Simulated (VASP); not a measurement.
# CdTe (F-43m) in VASP: a series of runs

Runs on CdTe. Level: LDA. Tasks: relaxation of the atoms.

Everything below comes from runs of VASP 6.6.1. Logs are shortened: lines on timing, memory, paths and dates and some standing lists are left out, and cuts for length are marked.

## (1) The undisturbed crystal

It takes space group F-43m (No. 216, cubic). The conventional cell has a = 6.410 Å, b = 6.410 Å, c = 6.410 Å, α = 90.00°, β = 90.00°, γ = 90.00°. Around Cd (site symmetry -43m) lie 4 Te at 2.78 Å. Te (site symmetry -43m) is surrounded by 4 Cd at 2.78 Å.

## (2) Relaxation of the atoms, LDA (a relaxed cell with its volume scaled by 0.96)

The input, INCAR:

```
SYSTEM = CdTe
PREC = Accurate
ENCUT = 600
EDIFF = 1E-7
ISMEAR = 0
SIGMA = 0.03
LREAL = .FALSE.
LASPH = .TRUE.
NELM = 80
ALGO = Normal
ISIF = 2
LWAVE = .FALSE.
LCHARG = .FALSE.
IBRION = 2
NSW = 40
EDIFFG = -0.01
```

The input, KPOINTS:

```
regular mesh
0
G
  8 8 8
  0 0 0
```

The input, POSCAR:

```
CdTe                                    
1.0
   -0.0000000000      3.1664146168      3.1664146168
    3.1664146168      0.0000000000      3.1664146168
    3.1664146168      3.1664146168     -0.0000000000
  Cd              Te            
     1     1
Direct
     0.0000000000000000    0.0000000000000000    0.0000000000000000
     0.2500000000000000    0.2500000000000000    0.2500000000000000
```

Potentials or basis: VASP PAW LDA potentials, release 64 (Cd, Te).

Command:

```
> cat potpaw_LDA.64/Cd/POTCAR potpaw_LDA.64/Te/POTCAR > POTCAR
> mpirun -np 1 vasp_std > vasp.out
```

OUTCAR:

```text
SYSTEM = CdTe
   PREC = Accurate
   ENCUT = 600
   EDIFF = 1E-7
   ISMEAR = 0
   LREAL = .FALSE.
   LASPH = .TRUE.
   NELM = 80
   ISIF = 2
   IBRION = 2
   NSW = 40
   EDIFFG = -0.01

 ion  position               nearest neighbor table
   1  0.000  0.000  0.000-   2 2.74   2 2.74   2 2.74   2 2.74
   2  0.250  0.250  0.250-   1 2.74   1 2.74   1 2.74   1 2.74

  LATTYP: Found a face centered cubic cell.
 ALAT       =     6.3328292336

  Lattice vectors:

 A1 = (   0.0000000000,   3.1664146168,   3.1664146168)
 A2 = (   3.1664146168,   0.0000000000,   3.1664146168)
 A3 = (   3.1664146168,   3.1664146168,   0.0000000000)

Analysis of symmetry for initial positions (statically):
=====================================================================
 Subroutine PRICEL returns:
 Original cell was already a primitive cell.

 Routine SETGRP: Setting up the symmetry group for a
 face centered cubic supercell.

 Subroutine GETGRP returns: Found 24 space group operations
 (whereof 24 operations were pure point group operations)
 out of a pool of 48 trial point group operations.

The static configuration has the point symmetry T_d .

Analysis of symmetry for dynamics (positions and initial velocities):
=====================================================================
 Subroutine PRICEL returns:
 Original cell was already a primitive cell.

 Routine SETGRP: Setting up the symmetry group for a
 face centered cubic supercell.

 Subroutine GETGRP returns: Found 24 space group operations
 (whereof 24 operations were pure point group operations)
 out of a pool of 48 trial point group operations.

The dynamic configuration has the point symmetry T_d .

 Subroutine INISYM returns: Found 24 space group operations
 (whereof 24 operations are pure point group operations),
 and found     1 'primitive' translations

----------------------------------------------------------------------------------------

                                     Primitive cell

  volume of cell :      63.4941

  direct lattice vectors                    reciprocal lattice vectors
     0.000000000  3.166414617  3.166414617    -0.157907305  0.157907305  0.157907305
     3.166414617  0.000000000  3.166414617     0.157907305 -0.157907305  0.157907305
     3.166414617  3.166414617  0.000000000     0.157907305  0.157907305 -0.157907305

  length of vectors
     4.477986495  4.477986495  4.477986495     0.273503476  0.273503476  0.273503476

  position of ions in fractional coordinates (direct lattice)
     0.000000000  0.000000000  0.000000000
     0.250000000  0.250000000  0.250000000

  ion indices of the primitive-cell ions
   primitive index   ion index
                 1           1
                 2           2

----------------------------------------------------------------------------------------

 KPOINTS: regular mesh

Automatic generation of k-mesh.
 Grid dimensions read from file:
 generate k-points for:    8    8    8

 Generating k-lattice:

  Cartesian coordinates                     Fractional coordinates (reciprocal lattice)
    -0.019738413  0.019738413  0.019738413     0.125000000  0.000000000  0.000000000
     0.019738413 -0.019738413  0.019738413     0.000000000  0.125000000  0.000000000
     0.019738413  0.019738413 -0.019738413     0.000000000  0.000000000  0.125000000

  Length of vectors
     0.034187934  0.034187934  0.034187934

  Shift w.r.t. Gamma in fractional coordinates (k-lattice)
     0.000000000  0.000000000  0.000000000

 Subroutine IBZKPT returns following result:
 ===========================================

 Found     29 irreducible k-points:

 Following reciprocal coordinates:
            Coordinates               Weight
  0.000000  0.000000  0.000000      1.000000
  0.125000  0.000000  0.000000      8.000000
  0.250000  0.000000  0.000000      8.000000
  0.375000  0.000000  0.000000      8.000000
  0.500000  0.000000  0.000000      4.000000
  0.125000  0.125000  0.000000      6.000000
[... 16 lines left out ...]
  0.500000  0.250000  0.125000     48.000000
 -0.375000  0.250000  0.125000     24.000000
 [... further k-points ...]
   k-points           NKPTS =     29   k-points in BZ     NKDIM =     29   number of bands    NBANDS=     13
   number of dos      NEDOS =    301   number of ions     NIONS =      2
   total plane-waves  NPLWV =  46656
   dimension x,y,z NGX =    36 NGY =   36 NGZ =   36
   dimension x,y,z NGXF=    72 NGYF=   72 NGZF=   72
   ions per type =               1   1
   NGX,Y,Z   is equivalent  to a cutoff of  13.37, 13.37, 13.37 a.u.
   NGXF,Y,Z  is equivalent  to a cutoff of  26.73, 26.73, 26.73 a.u.
 SYSTEM =  CdTe
   PREC   = accura    normal or accurate (medium, high low for compatibility)
   ISTART =      0    job   : 0-new  1-cont  2-samecut
   ICHARG =      2    charge: 1-file 2-atom 10-const
   ISPIN  =      1    spin polarized calculation?
   LNONCOLLINEAR =      F non collinear calculations
   LSORBIT =      F    spin-orbit coupling
   LASPH  =      T    aspherical Exc in radial PAW
   ENCUT  =  600.0 eV  44.10 Ry    6.64 a.u.   8.94  8.94  8.94*2*pi/ulx,y,z
   NELM   =     80;   NELMIN=  2; NELMDL= -5     # of ELM steps
   EDIFF  = 0.1E-06   stopping-criterion for ELM
   LREAL  =      F    real-space projection
   EDIFFG = -.1E-01   stopping-criterion for IOM
   NSW    =     40    number of steps for IOM
   IBRION =      2    ionic relax: 0-MD 1-quasi-New 2-CG
   NFREE  =      1    steps in history (QN), initial steepest desc. (CG)
   ISIF   =      2    stress and relaxation
   ISYM   =      2    0-nonsym 1-usesym 2-fastsym
   POTIM  = 0.5000    time-step for ionic-motion
   TEBEG  =    0.0;   TEEND  =   0.0 temperature during run
   PSTRESS=    0.0 pullay stress
   NELECT =      18.0000    total number of electrons
   NUPDOWN=      -1.0000    fix difference up-down
   EMIN   =  10.00;   EMAX   =-10.00  energy-range for DOS
   EFERMI =   0.00;   METHOD = LEGACY
   ISMEAR =     0;   SIGMA  =   0.03  broadening in eV -4-tet -1-fermi 0-gaus
   EFERMI_NEDOS =   21; number of points for ismear=-14 and -15
   IALGO  =     38    algorithm
   IMIX   =      4    mixing-type and parameters
     AMIX     =   0.40;   BMIX     =  1.00
     AMIX_MAG =   1.60;   BMIX_MAG =  1.00
  volume/ion in A,a.u.               =      31.75       214.24
  Fermi-wavevector in a.u.,A,eV,Ry     =   1.075444  2.032295 15.736230  1.156580
  Thomas-Fermi vector in A             =   2.211301
   LORBIT       =      0    0 simple, 1 ext, 2 COOP (PROOUT), +10 PAW based schemes
   GGA     = CA    functional components
   LHFCALC =     F    Hartree Fock is set to
   AEXX    =    0.0000 exact exchange contribution
   IVDW    =     0    specifies the selected vdW correction
   LEPSILON=     F    determine dielectric tensor
   LRPA    =     F    only Hartree local field effects (RPA)
 conjugate gradient relaxation of ions
 non-spin polarized calculation
 Gauss-broadening in eV      SIGMA  =   0.03
  energy-cutoff  :      600.00
  volume of cell :       63.49
 maximum number of plane-waves:      2148
   NGX = 17   NGY = 17   NGZ = 17

 number of electron      18.0000004 magnetization

 Free energy of the ion-electron system (eV)
  ---------------------------------------------------
  ext. energy  EPLUGINS =         0.00000000
  ---------------------------------------------------
  free energy    TOTEN  =        -6.03373776 eV

  energy without entropy =       -6.03373776  energy(sigma->0) =       -6.03373776

 E-fermi :   2.9764     XC(G=0):  -9.2482

 val. band max:        2.8250344487   @ k =   0.0000   0.0000   0.0000
 cond. band min:       3.5916038408   @ k =   0.0000   0.0000   0.0000
 fundamental gap:      0.7665693921
 Fermi energy:         2.9764252678

 k-point     1 :       0.0000    0.0000    0.0000
  band No.  band energies     occupation
      1      -8.8387      2.00000
      2      -5.7371      2.00000
      3      -5.7371      2.00000
      4      -5.7371      2.00000
      5      -5.4178      2.00000
      6      -5.4178      2.00000
      7       2.8250      2.00000
      8       2.8250      2.00000
      9       2.8250      2.00000
     10       3.5916      0.00000
     11       7.2713      0.00000
     12       7.2713      0.00000
     13       7.2713      0.00000

 k-point     2 :       0.1250    0.0000    0.0000
  band No.  band energies     occupation
      1      -8.7697      2.00000
      2      -5.7235      2.00000
      3      -5.7235      2.00000
      4      -5.6899      2.00000
      5      -5.4192      2.00000
      6      -5.4192      2.00000
      7       1.4895      2.00000
      8       2.6625      2.00000
      9       2.6625      2.00000
     10       4.4993      0.00000
     11       7.2810      0.00000
     12       7.5064      0.00000
     13       7.5064      0.00000

 k-point     3 :       0.2500    0.0000    0.0000
  band No.  band energies     occupation
      1      -8.6014      2.00000
      2      -5.6933      2.00000
      3      -5.6933      2.00000
      4      -5.5226      2.00000
      5      -5.4191      2.00000
      6      -5.4191      2.00000
      7      -0.1588      2.00000
      8       2.3244      2.00000
      9       2.3244      2.00000
     10       4.7663      0.00000
     11       7.8688      0.00000
     12       7.8688      0.00000
     13       8.1760      0.00000
[... 305 lines left out ...]
 k-point    23 :       0.5000    0.2500    0.1250
  band No.  band energies     occupation
      1      -8.3470      2.00000
      2      -5.6360      2.00000
      3      -5.6232      2.00000
      4      -5.4567      2.00000
      5      -5.4072      2.00000
      6      -5.0783      2.00000
      7      -1.4223      2.00000
      8       0.5944      2.00000
      9       1.5276      2.00000
     10       6.1134      0.00000
     11       7.2239      0.00000
     12       8.1699      0.00000
     13       9.5619      0.00000

 k-point    24 :      -0.3750    0.2500    0.1250
  band No.  band energies     occupation
      1      -8.2943      2.00000
      2      -5.6307      2.00000
      3      -5.6138      2.00000
      4      -5.4399      2.00000
      5      -5.4127      2.00000
      6      -4.9001      2.00000
      7      -1.8625      2.00000
      8       0.4671      2.00000
      9       1.3573      2.00000
     10       6.0857      0.00000
     11       7.2105      0.00000
     12       8.8031      0.00000
     13      10.0507      0.00000

 [... further k-points ...]
[... 5 lines left out ...]
  --------------------------------------------------------------------------------------
  -------------------------------------------------------------------------------------
  Total        0.8204997      0.8204997      0.8204997      0.0000000      0.0000000     -0.0000000
  in kB       20.7040681     20.7040681     20.7040681      0.0000000      0.0000000     -0.0000000
  external PRESSURE =      20.7040681 kB  Pullay stress =       0.0000000 kB

 VOLUME and BASIS-vectors are now :
 -----------------------------------------------------------------------------
  energy-cutoff  :      600.00
  volume of cell :       63.49
      direct lattice vectors                 reciprocal lattice vectors
     0.000000000  3.166414617  3.166414617    -0.157907305  0.157907305  0.157907305
     3.166414617  0.000000000  3.166414617     0.157907305 -0.157907305  0.157907305
     3.166414617  3.166414617  0.000000000     0.157907305  0.157907305 -0.157907305

 POSITION                                       TOTAL-FORCE (eV/Angst)
 -----------------------------------------------------------------------------------
      0.00000      0.00000      0.00000         0.000000      0.000000      0.000000
      1.58321      1.58321      1.58321        -0.000000     -0.000000     -0.000000
 -----------------------------------------------------------------------------------
    total drift:                                0.000000      0.000000      0.000000

  FREE ENERGIE OF THE ION-ELECTRON SYSTEM (eV)
  ---------------------------------------------------
  free  energy   TOTEN  =        -6.0337377566 eV

  energy  without entropy=       -6.0337377566  energy(sigma->0) =       -6.03373776

 reached required accuracy - stopping structural energy minimisation
```

Run time: 13 s. Hardware: 1 thread of Intel Xeon Platinum 8488C (Sapphire Rapids), shared host; peak memory 0.18 GiB.

Results:

```
Free energy             : -6.0337 eV
Pressure after relaxing : 2.1 GPa
Band gap on the k mesh  : 0.77 eV, direct
```

Final structure:
```xyz
2
Lattice="0.0000 3.1664 3.1664 3.1664 0.0000 3.1664 3.1664 3.1664 0.0000" Properties=species:S:1:pos:R:3 pbc="T T T"
Cd    0.0000    0.0000    0.0000
Te    1.5832    1.5832    1.5832
```

Caveat: the relaxation stopped at its first step, so nothing moved; spin-orbit coupling is left out, which moves the levels of the heavy elements.

## (3) Relaxation of the atoms, LDA (a relaxed cell with its volume scaled by 0.98)

INCAR is that of step 2.

KPOINTS is that of step 2.

The input, POSCAR:

```
CdTe                                    
1.0
   -0.0000000000      3.1882526490      3.1882526490
    3.1882526490      0.0000000000      3.1882526490
    3.1882526490      3.1882526490     -0.0000000000
  Cd              Te            
     1     1
Direct
     0.0000000000000000    0.0000000000000000    0.0000000000000000
     0.2500000000000000    0.2500000000000000    0.2500000000000000
```

Potentials or basis: VASP PAW LDA potentials, release 64 (Cd, Te).

Command:

```
> cat potpaw_LDA.64/Cd/POTCAR potpaw_LDA.64/Te/POTCAR > POTCAR
> mpirun -np 1 vasp_std > vasp.out
```

OUTCAR:

```text
SYSTEM = CdTe
   PREC = Accurate
   ENCUT = 600
   EDIFF = 1E-7
   ISMEAR = 0
   LREAL = .FALSE.
   LASPH = .TRUE.
   NELM = 80
   ISIF = 2
   IBRION = 2
   NSW = 40
   EDIFFG = -0.01

 ion  position               nearest neighbor table
   1  0.000  0.000  0.000-   2 2.76   2 2.76   2 2.76   2 2.76
   2  0.250  0.250  0.250-   1 2.76   1 2.76   1 2.76   1 2.76

  LATTYP: Found a face centered cubic cell.
 ALAT       =     6.3765052980

  Lattice vectors:

 A1 = (   0.0000000000,   3.1882526490,   3.1882526490)
 A2 = (   3.1882526490,   0.0000000000,   3.1882526490)
 A3 = (   3.1882526490,   3.1882526490,   0.0000000000)

Analysis of symmetry for initial positions (statically):
=====================================================================
 Subroutine PRICEL returns:
 Original cell was already a primitive cell.

 Routine SETGRP: Setting up the symmetry group for a
 face centered cubic supercell.

 Subroutine GETGRP returns: Found 24 space group operations
 (whereof 24 operations were pure point group operations)
 out of a pool of 48 trial point group operations.

[... 168 lines left out ...]
 fundamental gap:      0.7019991321
 Fermi energy:         2.7687632368

 k-point     1 :       0.0000    0.0000    0.0000
  band No.  band energies     occupation
      1      -8.9130      2.00000
      2      -5.8562      2.00000
      3      -5.8562      2.00000
      4      -5.8562      2.00000
      5      -5.5541      2.00000
      6      -5.5541      2.00000
      7       2.6193      2.00000
      8       2.6193      2.00000
      9       2.6193      2.00000
     10       3.3213      0.00000
     11       7.0840      0.00000
     12       7.0840      0.00000
     13       7.0840      0.00000
[... 354 lines left out ...]
  band No.  band energies     occupation
      1      -8.3926      2.00000
      2      -5.7552      2.00000
      3      -5.7396      2.00000
      4      -5.5744      2.00000
      5      -5.5490      2.00000
      6      -5.0606      2.00000
      7      -1.9518      2.00000
      8       0.3378      2.00000
      9       1.2073      2.00000
     10       5.8378      0.00000
     11       7.0306      0.00000
     12       8.5662      0.00000
     13       9.7919      0.00000

 [... further k-points ...]
[... 5 lines left out ...]
  --------------------------------------------------------------------------------------
  -------------------------------------------------------------------------------------
  Total        0.3918325      0.3918325      0.3918325      0.0000000     -0.0000000      0.0000000
  in kB        9.6855186      9.6855186      9.6855186      0.0000000     -0.0000000      0.0000000
  external PRESSURE =       9.6855186 kB  Pullay stress =       0.0000000 kB

 VOLUME and BASIS-vectors are now :
 -----------------------------------------------------------------------------
  energy-cutoff  :      600.00
  volume of cell :       64.82
      direct lattice vectors                 reciprocal lattice vectors
     0.000000000  3.188252649  3.188252649    -0.156825715  0.156825715  0.156825715
     3.188252649  0.000000000  3.188252649     0.156825715 -0.156825715  0.156825715
     3.188252649  3.188252649  0.000000000     0.156825715  0.156825715 -0.156825715

 POSITION                                       TOTAL-FORCE (eV/Angst)
 -----------------------------------------------------------------------------------
      0.00000      0.00000      0.00000        -0.000000     -0.000000     -0.000000
      1.59413      1.59413      1.59413         0.000000      0.000000      0.000000
 -----------------------------------------------------------------------------------
    total drift:                                0.000000      0.000000      0.000000

  FREE ENERGIE OF THE ION-ELECTRON SYSTEM (eV)
  ---------------------------------------------------
  free  energy   TOTEN  =        -6.0465976029 eV

  energy  without entropy=       -6.0465976029  energy(sigma->0) =       -6.04659760

 reached required accuracy - stopping structural energy minimisation
```

It took 13 s on 1 thread of Intel Xeon Platinum 8488C (Sapphire Rapids), shared host; peak memory 0.18 GiB.

Results:

| Property | Result |
| --- | --- |
| Free energy | -6.0466 eV |
| Pressure after relaxing | 1.0 GPa |
| Band gap on the k mesh | 0.70 eV, direct |

Final structure:
```
CELL_PARAMETERS angstrom
0.00000 3.18825 3.18825
3.18825 0.00000 3.18825
3.18825 3.18825 0.00000
ATOMIC_POSITIONS crystal
Cd 0.00000 0.00000 0.00000
Te 0.25000 0.25000 0.25000
```

Caveat: the relaxation stopped at its first step, so nothing moved; spin-orbit coupling is left out, which moves the levels of the heavy elements.
